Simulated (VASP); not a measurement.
# Se (P3_121) in VASP: further runs

The runs below take Se through dielectric tensor, band structure, with LDA.

Everything below comes from runs of VASP 6.6.1. Logs are shortened: lines on timing, memory, paths and dates and some standing lists are left out, and cuts for length are marked.

## 1. The structure

The structure is trigonal, space group P3_121 (No. 152). The conventional cell has a = 4.366 Å, b = 4.366 Å, c = 4.954 Å, α = 90.00°, β = 90.00°, γ = 120.00°. Around Se (site symmetry 2) lie 2 Se at 2.37 Å.

## 2. Dielectric tensor, LDA

Contents of INCAR:

```
PREC = Accurate
ENCUT = 460
EDIFF = 1E-8
ISMEAR = 0
SIGMA = 0.01
LREAL = False
LASPH = True
NELM = 100
ALGO = Normal
ISIF = 2
LWAVE = False
LCHARG = False
LEPSILON = True
```

Contents of KPOINTS:

```
regular mesh
0
Gamma
  8 8 7
```

Contents of POSCAR:

```
Se
1.0
    4.3662000000      0.0000000000      0.0000000000
   -2.1831000000      3.7812401180      0.0000000000
    0.0000000000      0.0000000000      4.9536000000
Se
3
Direct
    0.7746000000      0.7746000000      0.0000000000
    0.0000000000      0.2254000000      0.6666666667
    0.2254000000      0.0000000000      0.3333333333
```

Potentials or basis: VASP PAW LDA potentials, release 64 (Se).

Run with:

```sh
$ cat potpaw_LDA.64/Se/POTCAR > POTCAR
$ mpirun -np 1 vasp_std > vasp.out
```

OUTCAR:

```text
PREC = Accurate
   ENCUT = 460
   EDIFF = 1E-8
   ISMEAR = 0
   LREAL = False
   LASPH = True
   NELM = 100
   ISIF = 2
   LEPSILON = True

 Found     55 irreducible k-points:

 Following reciprocal coordinates:
            Coordinates               Weight
  0.000000  0.000000  0.000000      1.000000
  0.125000  0.000000  0.000000      6.000000
  0.250000  0.000000  0.000000      6.000000
  0.375000  0.000000  0.000000      6.000000
  0.500000  0.000000  0.000000      3.000000
  0.125000  0.125000  0.000000      6.000000
   k-points           NKPTS =     55   k-points in BZ     NKDIM =     55   number of bands    NBANDS=     13
   number of dos      NEDOS =    301   number of ions     NIONS =      3
   total plane-waves  NPLWV =  36864
   dimension x,y,z NGX =    32 NGY =   32 NGZ =   36
   dimension x,y,z NGXF=    64 NGYF=   64 NGZF=   72
   ions per type =               3
   NGX,Y,Z   is equivalent  to a cutoff of  12.18, 12.18, 12.08 a.u.
   NGXF,Y,Z  is equivalent  to a cutoff of  24.37, 24.37, 24.16 a.u.
 SYSTEM =  unknown system
   PREC   = accura    normal or accurate (medium, high low for compatibility)
   ISTART =      0    job   : 0-new  1-cont  2-samecut
   ICHARG =      2    charge: 1-file 2-atom 10-const
   ISPIN  =      1    spin polarized calculation?
   LNONCOLLINEAR =      F non collinear calculations
   LSORBIT =      F    spin-orbit coupling
   LASPH  =      T    aspherical Exc in radial PAW
   ENCUT  =  460.0 eV  33.81 Ry    5.81 a.u.   7.64  7.64  8.66*2*pi/ulx,y,z
   NELM   =    100;   NELMIN=  2; NELMDL= -5     # of ELM steps
   EDIFF  = 0.1E-07   stopping-criterion for ELM
   LREAL  =      F    real-space projection
   EDIFFG = 0.1E-06   stopping-criterion for IOM
   NSW    =      0    number of steps for IOM
   IBRION =     -1    ionic relax: 0-MD 1-quasi-New 2-CG
   NFREE  =      0    steps in history (QN), initial steepest desc. (CG)
   ISIF   =      2    stress and relaxation
   ISYM   =      2    0-nonsym 1-usesym 2-fastsym
   POTIM  = 0.5000    time-step for ionic-motion
   TEBEG  =    0.0;   TEEND  =   0.0 temperature during run
   PSTRESS=    0.0 pullay stress
   NELECT =      18.0000    total number of electrons
   NUPDOWN=      -1.0000    fix difference up-down
   EMIN   =  10.00;   EMAX   =-10.00  energy-range for DOS
   EFERMI =   0.00;   METHOD = LEGACY
   ISMEAR =     0;   SIGMA  =   0.01  broadening in eV -4-tet -1-fermi 0-gaus
   EFERMI_NEDOS =   21; number of points for ismear=-14 and -15
   IALGO  =     38    algorithm
   IMIX   =      4    mixing-type and parameters
     AMIX     =   0.40;   BMIX     =  1.00
     AMIX_MAG =   1.60;   BMIX_MAG =  1.00
  volume/ion in A,a.u.               =      27.26       183.96
  Fermi-wavevector in a.u.,A,eV,Ry     =   0.988430  1.867862 13.292817  0.976995
  Thomas-Fermi vector in A             =   2.119956
   LORBIT       =      0    0 simple, 1 ext, 2 COOP (PROOUT), +10 PAW based schemes
   GGA     = CA    functional components
   LHFCALC =     F    Hartree Fock is set to
   AEXX    =    0.0000 exact exchange contribution
   IVDW    =     0    specifies the selected vdW correction
   LEPSILON=     T    determine dielectric tensor
   LRPA    =     F    only Hartree local field effects (RPA)
 non-spin polarized calculation
 Gauss-broadening in eV      SIGMA  =   0.01
  energy-cutoff  :      460.00
  volume of cell :       81.78
 maximum number of plane-waves:      1853
 NGX is ok and might be reduce to    32
   NGX = 15   NGY = 15   NGZ = 17

--------------------------------------- Ionic step        1  -------------------------------------------

 number of electron      18.0000004 magnetization

 E-fermi :   2.7276     XC(G=0):  -9.1839

 val. band max:        2.6235793274   @ k =  -0.1250   0.5000   0.4286
 cond. band min:       3.7285445899   @ k =   0.0000   0.0000   0.4286
 fundamental gap:      1.1049652625
 Fermi energy:         2.7276187430

 k-point     1 :       0.0000    0.0000    0.0000
  band No.  band energies     occupation
      1     -13.2160      2.00000
      2      -9.0968      2.00000
      3      -9.0968      2.00000
      4      -1.1901      2.00000
      5      -1.1901      2.00000
      6      -1.1320      2.00000
      7       0.6115      2.00000
      8       0.6115      2.00000
      9       2.2629      2.00000
     10       4.4579      0.00000
     11       4.4579      0.00000
     12       4.7508      0.00000
     13       8.5472      0.00000

 k-point     2 :       0.1250    0.0000    0.0000
  band No.  band energies     occupation
      1     -13.1550      2.00000
      2      -9.1521      2.00000
      3      -9.0909      2.00000
      4      -1.7049      2.00000
      5      -1.3972      2.00000
      6      -0.9389      2.00000
      7       0.6377      2.00000
      8       0.9050      2.00000
      9       2.1485      2.00000
     10       4.3532      0.00000
     11       4.4477      0.00000
     12       4.9100      0.00000
     13       8.5226      0.00000

 k-point     3 :       0.2500    0.0000    0.0000
  band No.  band energies     occupation
      1     -12.9955      2.00000
      2      -9.3088      2.00000
      3      -9.0761      2.00000
      4      -2.2187      2.00000
      5      -1.7290      2.00000
      6      -0.9598      2.00000
      7       0.6046      2.00000
      8       1.0076      2.00000
      9       1.8656      2.00000
     10       4.4465      0.00000
     11       4.5623      0.00000
     12       5.3923      0.00000
     13       8.4330      0.00000

 k-point     4 :       0.3750    0.0000    0.0000
  band No.  band energies     occupation
      1     -12.8141      2.00000
      2      -9.5031      2.00000
      3      -9.0606      2.00000
      4      -2.4710      2.00000
      5      -1.9818      2.00000
      6      -0.9389      2.00000
      7       0.1266      2.00000
      8       0.8957      2.00000
      9       1.7100      2.00000
     10       4.4946      0.00000
     11       4.8109      0.00000
     12       6.2341      0.00000
     13       7.9401      0.00000

 k-point     5 :       0.5000    0.0000    0.0000
  band No.  band energies     occupation
      1     -12.7305      2.00000
      2      -9.5966      2.00000
      3      -9.0541      2.00000
      4      -2.5245      2.00000
      5      -2.0803      2.00000
      6      -0.8087      2.00000
      7      -0.2806      2.00000
      8       0.8688      2.00000
      9       1.6590      2.00000
     10       4.4933      0.00000
     11       4.9013      0.00000
     12       6.7170      0.00000
     13       7.7503      0.00000

 k-point     6 :       0.1250    0.1250    0.0000
  band No.  band energies     occupation
      1     -13.0443      2.00000
      2      -9.2466      2.00000
      3      -9.0935      2.00000
      4      -2.0580      2.00000
      5      -1.7516      2.00000
      6      -0.8460      2.00000
      7       0.5773      2.00000
      8       1.0700      2.00000
      9       1.8890      2.00000
     10       4.4678      0.00000
     11       4.5419      0.00000
     12       5.1814      0.00000
     13       8.3650      0.00000

 [... further k-points ...]

  FORCE on cell =-STRESS in cart. coord.  units (eV):
  Direction    XX          YY          ZZ          XY          YZ          ZX
  --------------------------------------------------------------------------------------
  -------------------------------------------------------------------------------------
  Total       -0.7973855     -0.7973855     -0.0587749     -0.0000000     -0.0000000      0.0000000
  in kB      -15.6214060    -15.6214060     -1.1514459     -0.0000000     -0.0000000      0.0000000
  external PRESSURE =     -10.7980860 kB  Pullay stress =       0.0000000 kB

 VOLUME and BASIS-vectors are now :
 -----------------------------------------------------------------------------
  energy-cutoff  :      460.00
  volume of cell :       81.78
      direct lattice vectors                 reciprocal lattice vectors
     4.366200000  0.000000000  0.000000000     0.229032110  0.132231751  0.000000000
    -2.183100000  3.781240118  0.000000000     0.000000000  0.264463501  0.000000000
     0.000000000  0.000000000  4.953600000     0.000000000  0.000000000  0.201873385

 POSITION                                       TOTAL-FORCE (eV/Angst)
 -----------------------------------------------------------------------------------
      1.69103      2.92895      0.00000        -0.131581     -0.227905      0.000000
     -0.49207      0.85229      3.30240        -0.131581      0.227905      0.000000
      0.98414      0.00000      1.65120         0.263162      0.000000     -0.000000
 -----------------------------------------------------------------------------------
    total drift:                                0.000000      0.000000     -0.000000

  FREE ENERGIE OF THE ION-ELECTRON SYSTEM (eV)
  ---------------------------------------------------
  free  energy   TOTEN  =       -12.3240482797 eV

  energy  without entropy=      -12.3240482797  energy(sigma->0) =      -12.32404828

 HEAD OF MICROSCOPIC STATIC DIELECTRIC TENSOR (INDEPENDENT PARTICLE, excluding Hartree and local field effects)
 ------------------------------------------------------
          11.488308     0.000000    -0.000000
          -0.000000    11.488308     0.000000
           0.000000     0.000000    16.356381
 ------------------------------------------------------

 Free energy of the ion-electron system (eV)
  ---------------------------------------------------
  ---------------------------------------------------
  free energy    TOTEN  =        -2.12230466 eV

  energy without entropy =       -2.12230466

------------------------ aborting loop because EDIFF is reached ----------------------------------------

--------------------------------------- Ionic step        2  -------------------------------------------

------------------------ aborting loop because EDIFF is reached ----------------------------------------

--------------------------------------- Ionic step        3  -------------------------------------------

 Free energy of the ion-electron system (eV)
  ---------------------------------------------------
  ---------------------------------------------------
  free energy    TOTEN  =        -3.35083950 eV

  energy without entropy =       -3.35083950

------------------------ aborting loop because EDIFF is reached ----------------------------------------

 PIEZOELECTRIC TENSOR FIELD DIRECTION 3  (e Angst)
 -----------------------------------------------------------------------------
     0.00017 -0.00000  0.00000           (  0.00000  0.00000  0.00000)
     0.00000  0.00017  0.00000           ( -0.00000  0.00000  0.00000)
     0.00000 -0.00000  0.00045           (  0.00000  0.00000 -0.00001)

 PIEZOELECTRIC TENSOR FIELD DIRECTION 3  (C/m^2)
 -----------------------------------------------------------------------------
     0.00003 -0.00000  0.00000
     0.00000  0.00003  0.00000
     0.00000 -0.00000  0.00009

 MACROSCOPIC STATIC DIELECTRIC TENSOR (including local field effects in DFT)
 ------------------------------------------------------
           9.965628     0.000000    -0.000000
           0.000000     9.965628     0.000000
           0.000000    -0.000000    15.094321
 ------------------------------------------------------

 PIEZOELECTRIC TENSOR (including local field effects)  for field in x, y, z        (e  Angst)
          XX          YY          ZZ          XY          YZ          ZX
  --------------------------------------------------------------------------------
  x    -1.75811     1.75811     0.00000     0.00000     0.14492     0.00000
  y     0.00000     0.00000     0.00000     1.75811     0.00000    -0.14492
  z     0.00000     0.00000     0.00000     0.00000     0.00000     0.00000

 PIEZOELECTRIC TENSOR (including local field effects)  for field in x, y, z        (C/m^2)
          XX          YY          ZZ          XY          YZ          ZX
  --------------------------------------------------------------------------------
  x    -0.34443     0.34443     0.00000     0.00000     0.02839     0.00000
  y     0.00000     0.00000     0.00000     0.34443     0.00000    -0.02839
  z     0.00000     0.00000     0.00000     0.00000     0.00000     0.00000

 BORN EFFECTIVE CHARGES (including local field effects) (in |e|, cummulative output)
 ---------------------------------------------------------------------------------
 ion    1
    1    -0.43099     0.74649     0.36528
    2     0.74649     0.43099    -0.21089
    3     0.71809    -0.41459    -0.00000
 ion    2
    1    -0.43099    -0.74649    -0.36528
    2    -0.74649     0.43099    -0.21089
    3    -0.71809    -0.41459    -0.00000
 ion    3
    1     0.86198     0.00000     0.00000
    2     0.00000    -0.86198     0.42179
    3     0.00000     0.82918    -0.00000
```

Wall time 6.7 min (1 thread of AMD EPYC 9R45 (Zen 5), shared host); peak memory 0.47 GiB.

The run converged, but some of its settings lie outside the range that counts as converged, so its numbers aren't taken as properties of the crystal.

Results:

* Band gap on the k mesh: 1.10 eV, indirect (least direct gap 1.33 eV)
* Electronic dielectric tensor (diagonal): 9.97, 9.97, 15.09
* Born charges (mean of the diagonal): Se +0.00 e

Caveat: an odd mesh through Γ misses points on the zone boundary, where band edges often lie.

(Continued in part 2 of 3.)
